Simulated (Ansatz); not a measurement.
# 3-layer puckered SnSe (AA) in a perpendicular field, part 3 of 3

Aim: how the 3-layer puckered SnSe (AA) screens a field along its normal, and what the field does to its bands. A positive field points along +c.

Ansatz 0.2.0; plane-wave DFT, PBE-D3(BJ), Ansatz PAW.

So far, gap along the path (eV): step 3 (single point, field 0, start network) 0.273; step 4 (field 0.05 V/Å) 0.268; step 5 (field -0.05 V/Å) 0.268; step 6 (field 0.1 V/Å) 0.259; step 7 (field -0.1 V/Å) 0.259.

### Step 8. Single point, field 0.2 V/Å

Input file input.yaml:

```yaml
crystal:
  lattice:
    - [4.2489701405, 0.0, 0.0]
    - [0.0, 4.2368502718, 0.0]
    - [0.0, 0.0, 32.837259581]
  atoms:
    - { symbol: Sn, position: [0.0177174062, 0.0, 0.2749738851] }
    - { symbol: Se, position: [0.4917082801, 0.5, 0.2740789005] }
    - { symbol: Se, position: [0.9942885184, 0.0, 0.3598754833] }
    - { symbol: Sn, position: [0.503876785, 0.5, 0.3593834054] }
    - { symbol: Sn, position: [0.0034674422, 0.0, 0.4567398411] }
    - { symbol: Se, position: [0.488941568, 0.5, 0.4561744665] }
    - { symbol: Se, position: [0.988941568, 0.0, 0.5438255335] }
    - { symbol: Sn, position: [0.5034674422, 0.5, 0.5432601589] }
    - { symbol: Sn, position: [0.003876785, 0.0, 0.6406165946] }
    - { symbol: Se, position: [0.4942885184, 0.5, 0.6401245167] }
    - { symbol: Se, position: [0.9917082801, 0.0, 0.7259210995] }
    - { symbol: Sn, position: [0.5177174062, 0.5, 0.7250261149] }
kpoints:
  mp_grid: { grid: [10, 10, 1] }
  band_path:
    path:
      - [0, 0, 0]
      - [0.5, 0, 0]
      - [0.5, 0.5, 0]
      - [0, 0, 0]
      - [0, 0.5, 0]
      - [0.5, 0.5, 0]
    npoints: 16
hamiltonian:
  xc: pbe
  dispersion: d3bj
scf:
  occupations: { method: fermi_dirac, width: 0.02585 }
  convergence: { dr2_threshold: 1.0e-10 }
efield:
  axis: 3
  dipole_correction: true
  ramp_position: 0.97
  ramp_width: 0.06
  amplitude: 0.2
output:
  write_potential: true
  write_density: true
  volumetric_format: npy
```

Run with:

```sh
$ ansatz run input.yaml --threads 4 --pin off --max-ram 16384MiB --backend cpu --events-out ev --progress --plain --runs-dir out
```

Numbers of over 12 decimals in the logs are rounded to 6 here.

Output:

```text
[...]
Crystal: 12 atoms, lattice volume = 591.145 Å³
Basis set: ecut = 420 eV, 11473 PW (Γ)
Bands: 108, of which v1, the nominal top of the filled ones, is band 90 counted from 1 (89 counted from 0)
Symmetry: 2 space group operations
k-points: 36 of 100 (time reversal used)
[...]
k-point 0: bands = [... 86 lower, 0.9298, 1.3554, 2.0517, 2.1528, 4.4754, 4.9000, 6.1039, 6.1718, ... 14 higher]
  k-point 1: bands = [... 86 lower, 1.2065, 1.3622, 2.0450, 2.2213, 4.3888, 4.9032, 6.1136, 6.1677, ... 14 higher]
  k-point 2: bands = [... 86 lower, 1.6840, 1.8297, 2.0540, 2.4095, 4.1783, 4.9516, 5.4102, 5.8171, ... 14 higher]
  k-point 35: bands = [... 86 lower, 0.8569, 0.8582, 1.8546, 1.8942, 5.1576, 5.2144, 6.3689, 6.3810, ... 14 higher]
[key lines of the parts left out:]
SCF converged after 19 iterations
Free energy (F): -68968.416755 eV
Fermi energy:    3.432999 eV
Dipole field:    D = 0.104751 V/Å  (p = 0.342208 e·Å, saw-weighted, corrected)
```

Elapsed: 4.4 min, on 4 threads of Arm Neoverse V1, shared host; peak memory 3.2 GiB.

The dipole is 0.342 e·Å, and the gap 0.237 eV.

### Step 9. Single point, field -0.2 V/Å

input.yaml: that of step 8 with these lines changed.

```diff
@@ -40,3 +40,3 @@
   ramp_width: 0.06
-  amplitude: 0.2
+  amplitude: -0.2
 output:
```

Output:

```text
[...]
Crystal: 12 atoms, lattice volume = 591.145 Å³
Basis set: ecut = 420 eV, 11473 PW (Γ)
Bands: 108, of which v1, the nominal top of the filled ones, is band 90 counted from 1 (89 counted from 0)
Symmetry: 2 space group operations
k-points: 36 of 100 (time reversal used)
[...]
k-point 0: bands = [... 86 lower, 0.9298, 1.3554, 2.0517, 2.1528, 4.4754, 4.9000, 6.1039, 6.1718, ... 14 higher]
  k-point 1: bands = [... 86 lower, 1.2065, 1.3622, 2.0450, 2.2213, 4.3888, 4.9032, 6.1136, 6.1677, ... 14 higher]
  k-point 2: bands = [... 86 lower, 1.6840, 1.8297, 2.0540, 2.4095, 4.1783, 4.9516, 5.4102, 5.8171, ... 14 higher]
  k-point 35: bands = [... 86 lower, 0.8569, 0.8582, 1.8546, 1.8942, 5.1576, 5.2144, 6.3689, 6.3810, ... 14 higher]
[key lines of the parts left out:]
SCF converged after 19 iterations
Free energy (F): -68968.416755 eV
Fermi energy:    3.432999 eV
Dipole field:    D = -0.104751 V/Å  (p = -0.342210 e·Å, saw-weighted, corrected)
```

Wall time 4.3 min (4 threads); peak memory 3.2 GiB; 17 min of CPU time.

The dipole is -0.342 e·Å, and the gap 0.237 eV.

### Step 10. Single point, field 0.3 V/Å

input.yaml: that of step 9 with these lines changed.

```diff
@@ -38,5 +38,5 @@
   dipole_correction: true
-  ramp_position: 0.97
-  ramp_width: 0.06
-  amplitude: -0.2
+  ramp_position: 0.9692
+  ramp_width: 0.0616
+  amplitude: 0.3
 output:
```

Output:

```text
[...]
Crystal: 12 atoms, lattice volume = 591.145 Å³
Basis set: ecut = 420 eV, 11473 PW (Γ)
Bands: 108, of which v1, the nominal top of the filled ones, is band 90 counted from 1 (89 counted from 0)
Symmetry: 2 space group operations
k-points: 36 of 100 (time reversal used)
[...]
k-point 0: bands = [... 86 lower, 0.9425, 1.3509, 2.0382, 2.1639, 4.4561, 4.8975, 5.9578, 6.1632, ... 14 higher]
  k-point 1: bands = [... 86 lower, 1.2066, 1.3631, 2.0377, 2.2265, 4.3735, 4.8986, 6.0012, 6.1576, ... 14 higher]
  k-point 2: bands = [... 86 lower, 1.6627, 1.8447, 2.0520, 2.4105, 4.1682, 4.9451, 5.4044, 5.8007, ... 14 higher]
  k-point 35: bands = [... 86 lower, 0.8543, 0.8561, 1.8442, 1.9034, 5.1391, 5.2239, 6.3598, 6.3773, ... 14 higher]
[key lines of the parts left out:]
SCF converged after 14 iterations
Free energy (F): -68968.459536 eV
Fermi energy:    3.437806 eV
Dipole field:    D = 0.157166 V/Å  (p = 0.513443 e·Å, saw-weighted, corrected)
```

Run time: 4.1 min. Hardware: 4 threads; peak memory 3.2 GiB; 16 min of CPU time.

The dipole is 0.513 e·Å, and the gap 0.214 eV.

### Step 11. Single point, field -0.3 V/Å

input.yaml: that of step 10 with these lines changed.

```diff
@@ -40,3 +40,3 @@
   ramp_width: 0.0616
-  amplitude: 0.3
+  amplitude: -0.3
 output:
```

Output:

```text
[...]
Crystal: 12 atoms, lattice volume = 591.145 Å³
Basis set: ecut = 420 eV, 11473 PW (Γ)
Bands: 108, of which v1, the nominal top of the filled ones, is band 90 counted from 1 (89 counted from 0)
Symmetry: 2 space group operations
k-points: 36 of 100 (time reversal used)
[...]
k-point 0: bands = [... 86 lower, 0.9425, 1.3509, 2.0382, 2.1639, 4.4561, 4.8975, 5.9578, 6.1632, ... 14 higher]
  k-point 1: bands = [... 86 lower, 1.2066, 1.3631, 2.0377, 2.2265, 4.3735, 4.8986, 6.0012, 6.1576, ... 14 higher]
  k-point 2: bands = [... 86 lower, 1.6627, 1.8447, 2.0520, 2.4105, 4.1682, 4.9451, 5.4044, 5.8007, ... 14 higher]
  k-point 35: bands = [... 86 lower, 0.8543, 0.8561, 1.8442, 1.9034, 5.1391, 5.2239, 6.3598, 6.3773, ... 14 higher]
[key lines of the parts left out:]
SCF converged after 14 iterations
Free energy (F): -68968.459536 eV
Fermi energy:    3.437806 eV
Dipole field:    D = -0.157166 V/Å  (p = -0.513442 e·Å, saw-weighted, corrected)
```

Run time: 4.2 min. Hardware: 4 threads; peak memory 3.2 GiB; 17 min of CPU time.

The dipole is -0.513 e·Å, and the gap 0.214 eV.

### Step 12. Single point, field 0.4 V/Å

input.yaml: that of step 11 with these lines changed.

```diff
@@ -38,5 +38,5 @@
   dipole_correction: true
-  ramp_position: 0.9692
-  ramp_width: 0.0616
-  amplitude: -0.3
+  ramp_position: 0.9409
+  ramp_width: 0.1181
+  amplitude: 0.4
 output:
```

Output:

```text
[...]
Crystal: 12 atoms, lattice volume = 591.145 Å³
Basis set: ecut = 420 eV, 11473 PW (Γ)
Bands: 108, of which v1, the nominal top of the filled ones, is band 90 counted from 1 (89 counted from 0)
Symmetry: 2 space group operations
k-points: 36 of 100 (time reversal used)
[...]
k-point 0: bands = [... 86 lower, 0.9573, 1.3449, 2.0230, 2.1762, 4.4286, 4.8919, 5.7523, 6.1519, ... 14 higher]
  k-point 1: bands = [... 86 lower, 1.2063, 1.3648, 2.0284, 2.2331, 4.3516, 4.8903, 5.8121, 6.1485, ... 14 higher]
  k-point 2: bands = [... 86 lower, 1.6386, 1.8603, 2.0498, 2.4119, 4.1542, 4.9348, 5.3965, 5.7831, ... 14 higher]
  k-point 35: bands = [... 86 lower, 0.8511, 0.8534, 1.8340, 1.9125, 5.1192, 5.2319, 6.3491, 6.3711, ... 14 higher]
[key lines of the parts left out:]
SCF converged after 15 iterations
Free energy (F): -68968.519449 eV
Fermi energy:    3.440755 eV
Dipole field:    D = 0.209632 V/Å  (p = 0.684840 e·Å, saw-weighted, corrected)
```

The job ended after 4.4 min (4 threads; peak memory 3.2 GiB; 17 min of CPU time).

The dipole is 0.685 e·Å, and the gap 0.188 eV.

### Step 13. Atoms held, field -0.4 V/Å

input.yaml: that of step 12 with these lines changed.

```diff
@@ -40,3 +40,3 @@
   ramp_width: 0.1181
-  amplitude: 0.4
+  amplitude: -0.4
 output:
```

Output:

```text
[...]
Crystal: 12 atoms, lattice volume = 591.145 Å³
Basis set: ecut = 420 eV, 11473 PW (Γ)
Bands: 108, of which v1, the nominal top of the filled ones, is band 90 counted from 1 (89 counted from 0)
Symmetry: 2 space group operations
k-points: 36 of 100 (time reversal used)
[...]
k-point 0: bands = [... 86 lower, 0.9567, 1.3443, 2.0224, 2.1756, 4.4280, 4.8913, 5.7523, 6.1513, ... 14 higher]
  k-point 1: bands = [... 86 lower, 1.2057, 1.3641, 2.0278, 2.2325, 4.3510, 4.8897, 5.8121, 6.1479, ... 14 higher]
  k-point 2: bands = [... 86 lower, 1.6380, 1.8596, 2.0491, 2.4112, 4.1536, 4.9341, 5.3959, 5.7825, ... 14 higher]
  k-point 35: bands = [... 86 lower, 0.8504, 0.8528, 1.8334, 1.9119, 5.1186, 5.2313, 6.3485, 6.3705, ... 14 higher]
[key lines of the parts left out:]
SCF converged after 15 iterations
Free energy (F): -68968.519449 eV
Fermi energy:    3.440130 eV
Dipole field:    D = -0.209632 V/Å  (p = -0.684840 e·Å, saw-weighted, corrected)
```

Run time: 4.3 min. Hardware: 4 threads; peak memory 3.2 GiB; 17 min of CPU time.

The dipole is -0.685 e·Å, and the gap 0.188 eV.

### Step 14. Response, atoms held

This step: plane-wave DFT, PBE-D3(BJ), Ansatz PAW; response to a field along the normal, atoms held (Ansatz 0.2.0).

The dipoles give the slope, and the difference of two potentials shows where the field is screened.

Numbers from this step:

- equivalent conductor thickness p/(ε₀AE): 17.20 Å
- distance between the outer atoms: 14.84 Å

The dipole of the cell by applied field:

```
applied field (V/Å)  dipole of the cell (e·Å)
             -0.400                    -0.685
             -0.300                    -0.513
             -0.200                    -0.342
             -0.100                    -0.171
             -0.050                   -0.0855
              0.000                   -1.4e-5
              0.050                    0.0855
              0.100                     0.171
              0.200                     0.342
              0.300                     0.513
              0.400                     0.685
```

Local field over the applied field, running mean. From the potentials at -0.05 and 0.05 V/Å; running mean over 2.8 Å. The local field over applied field by z:

z (Å), local field over applied field and a bar:
```
      4.5      0.996 ##############################
      5.0      0.989 ##############################
      5.5      0.971 #############################
      6.0      0.928 ############################
      6.5      0.836 #########################
      7.0      0.687 #####################
      7.5      0.514 ###############
      8.0      0.350 ##########
      8.5      0.204 ######
      9.0      0.093 ##
      9.5      0.037 #
     10.0      0.030 
     10.5      0.030 
     11.0      0.022 
     11.5      0.024 
     12.0      0.043 #
     12.5      0.062 #
     13.0      0.067 ##
     13.5      0.066 #
     14.0      0.067 #
     14.5      0.052 #
     15.0      0.030 
     15.5      0.018 
     16.0      0.019 
     16.5      0.021 
     17.0      0.018 
     17.5      0.020 
     18.0      0.037 #
     18.5      0.059 #
     19.0      0.067 ##
     19.5      0.066 #
     20.0      0.067 ##
     20.5      0.057 #
     21.0      0.036 #
     21.5      0.021 
     22.0      0.025 
     22.5      0.031 
     23.0      0.030 
     23.5      0.048 #
     24.0      0.124 ###
     24.5      0.249 #######
     25.0      0.402 ############
     25.5      0.570 #################
     26.0      0.741 ######################
     26.5      0.873 ##########################
     27.0      0.946 ############################
     27.5      0.979 #############################
     28.0      0.992 ##############################
     28.5      0.997 ##############################
```

Electrons, planar mean, per unit field. Table of induced electron density by z:

```
z (Å)  induced electron density (e/Å³ per V/Å)
  4.5                                   1.5e-5
  5.0                                   4.2e-5
  5.5                                   1.2e-4
  6.0                                   3.0e-4
  6.5                                   7.6e-4
  7.0                                  0.00175
  7.5                                  0.00335
  8.0                                  0.00390
  8.5                                   8.7e-4
  9.0                                  -4.4e-4
  9.5                                  -7.3e-5
 10.0                                  -1.0e-5
 10.5                                   1.2e-5
 11.0                                   2.1e-4
 11.5                                   2.1e-4
 12.0                                   2.3e-4
 12.5                                 -0.00104
 13.0                                 -0.00105
 13.5                                   3.6e-4
 14.0                                  0.00134
 14.5                                   3.2e-4
 15.0                                  -2.1e-4
 15.5                                  -1.4e-4
 16.0                                  -2.6e-4
 16.5                                   5.6e-5
 17.0                                   2.9e-4
 17.5                                   7.3e-5
 18.0                                   2.2e-4
 18.5                                  -8.1e-4
 19.0                                 -0.00116
 19.5                                   1.1e-4
 20.0                                  0.00135
 20.5                                   5.3e-4
 21.0                                  -3.1e-4
 21.5                                  -2.0e-4
 22.0                                  -1.5e-4
 22.5                                   1.0e-5
 23.0                                   2.1e-5
 23.5                                   1.5e-4
 24.0                                   3.6e-4
 24.5                                 -0.00205
 25.0                                 -0.00404
 25.5                                 -0.00281
 26.0                                 -0.00135
 26.5                                  -5.7e-4
 27.0                                  -2.2e-4
 27.5                                  -8.4e-5
 28.0                                  -3.0e-5
 28.5                                  -1.0e-5
```

The smaller of the gaps on the path and on the k-mesh, counted as 0 under 0.03 eV. The gap by applied field:

```
applied field (V/Å)  gap (eV)
             -0.400     0.188
             -0.300     0.214
             -0.200     0.237
             -0.100     0.259
             -0.050     0.268
              0.000     0.273
              0.050     0.268
              0.100     0.259
              0.200     0.237
              0.300     0.214
              0.400     0.188
```

By hand: between -0.05 and 0.05 V/Å the dipole changes by 0.1711 e·Å, a slope of 1.711 e·Å²/V. A perfect conductor of thickness t has p = ε₀AEt, so t = 180.95 × 1.711 / 18.002 = 17.19 Å (e/ε₀ = 180.95 V·Å, A in Å²).

The induced dipole is that of a conductor 17.20 Å thick.

### Step 15. Outcome

```yaml
gap_without_field: 0.273 eV
ionisation_energy_upper_face: 4.11 eV
electron_affinity_upper_face: 3.84 eV
equivalent_conductor_thickness_atoms_held: 17.2 Å
```

**Reading.** The induced dipole equals that of a perfect conductor 17.20 Å thick, while the outer atoms lie 14.84 Å apart; an out-of-plane ε follows only once a thickness t is chosen, by 1 − 1/ε = 17.20 Å / t. The gap goes from 0.27 eV to 0.19 eV at -0.4 V/Å. With the field reversed the gap is 0.19 eV at 0.4 V/Å. Semilocal functionals give gaps that are too small, and excitons are not included. Spin-orbit coupling is left out, which matters for the bands of elements this heavy.

[Logs are printed without paths, hosts, clocks, repeated set-up lines and the standing remarks that a program may print on its own settings, such as how far it seeks lower states.]

[Hosts, paths, dates, database ids (printed as entryN), source tags and the programs' standing remarks are cut or masked in the printed files.]

[Maps of the electrostatic potential energy from Ansatz leave out the sawtooth potential of an applied field or a dipole correction, so their vacuum need not be flat; planar profiles and work functions include it.]
